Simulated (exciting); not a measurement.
A run of exciting (release sodium):

input.xml

```xml
<input>
  <title>Cu</title>
  <structure speciespath="./" tshift="false">
    <crystal scale="1.88972612463">
      <basevect>0.000000000000 1.807500000000 1.807500000000</basevect>
      <basevect>1.807500000000 0.000000000000 1.807500000000</basevect>
      <basevect>1.807500000000 1.807500000000 0.000000000000</basevect>
    </crystal>
    <species speciesfile="Cu.xml" rmt="1.8">
      <atom coord="0.000000000000 0.000000000000 0.000000000000" bfcmt="0 0 -8"/>
    </species>
  </structure>
  <groundstate do="fromscratch" ngridk="13 13 13" rgkmax="8" gmaxvr="14" lmaxapw="10" lmaxmat="10" lmaxvr="8" stype="Fermi Dirac" swidth="0.005" nempty="20" ValenceRelativity="iora*" epsengy="1e-05" epspot="1e-05" maxscl="90" outputlevel="normal">
    <libxc exchange="XC_GGA_X_APBE" correlation="XC_GGA_C_APBE"/>
    <spin reducebf="0.5"/>
  </groundstate>
  <properties>
    <bandstructure>
      <plot1d>
        <path steps="60">
          <point coord="0 0 0" label="G"/>
          <point coord="0.5 0 0.5" label="X"/>
          <point coord="0.5 0.25 0.75" label="W"/>
          <point coord="0.375 0.375 0.75" label="K"/>
          <point coord="0 0 0" label="G"/>
          <point coord="0.5 0.5 0.5" label="L"/>
          <point coord="0.625 0.25 0.625" label="U"/>
          <point coord="0.5 0.25 0.75" label="W"/>
          <point coord="0.5 0.5 0.5" label="L"/>
          <point coord="0.375 0.375 0.75" label="K" breakafter="true"/>
          <point coord="0.625 0.25 0.625" label="U"/>
          <point coord="0.5 0 0.5" label="X"/>
        </path>
      </plot1d>
    </bandstructure>
    <dos nwdos="300" winddos="-0.6 0.5" inttype="tetra" ngrdos="100" nsmdos="0" lmirep="true"/>
  </properties>
</input>
```

Potentials or basis: all-electron LAPW+lo, shipped species files, valence relativity iora*.

Launch:

```bash
$ OMP_NUM_THREADS=1 exciting_smp
```

Hardware: 1 thread of Arm Neoverse V1, on a shared host.

Task: Estimate the wall time of this run.

Result: Wall time 110 s on 1 thread of Arm Neoverse V1 (shared host), peak memory 0.1 GiB. Counts: scf iterations 15, plane waves 126.
